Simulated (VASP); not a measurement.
**KF (Carobbiite): single point with r2SCAN**

KF (Carobbiite):

```
CELL_PARAMETERS angstrom
0.00000 2.60451 2.60451
2.60451 0.00000 2.60451
2.60451 2.60451 0.00000
ATOMIC_POSITIONS crystal
K 0.00000 0.00000 0.00000
F 0.50000 0.50000 0.50000
```

```yaml
Program: VASP 6.6.1
Task: single point
Functional: r2SCAN
Potentials_or_basis: VASP PAW PBE potentials, release 64 (K_sv, F)
Cutoff: 520 eV
k_mesh: 8 × 8 × 8
Occupations: gaussian, width 0.02 eV
Spin: no spin polarisation
```

- Pressure: 2.6 GPa
- Band gap on the k mesh: 7.26 eV, direct

Levels at points of the mesh, in eV from the valence-band top:
| k point | band 4 | band 5 | band 6 | band 7 | band 8 | band 9 | band 10 | band 11 | band 12 | band 13 |
| --- | --- | --- | --- | --- | --- | --- | --- | --- | --- | --- |
| (0.00, 0.00, 0.00) | -9.34 | -9.34 | 0.00 | 0.00 | 0.00 | 7.26 | 11.66 | 11.66 | 11.66 | 13.63 |
| (0.50, 0.00, 0.00) | -9.38 | -9.38 | -0.85 | -0.40 | -0.40 | 10.00 | 11.85 | 13.29 | 13.29 | 15.80 |
| (0.50, 0.50, 0.00) | -9.60 | -9.60 | -0.16 | -0.03 | -0.03 | 8.82 | 11.66 | 13.08 | 15.04 | 15.60 |

Run time: 3.2 min on 1 thread of AMD EPYC 7R43 64-Core Processor (Zen 3), with other jobs on the host, peak memory 0.13 GiB.

Caveat: the PAW data sets were made with another functional, which shifts forces and pressure a little. r2SCAN opens gaps a little over a GGA but as a rule still falls short of measured ones.
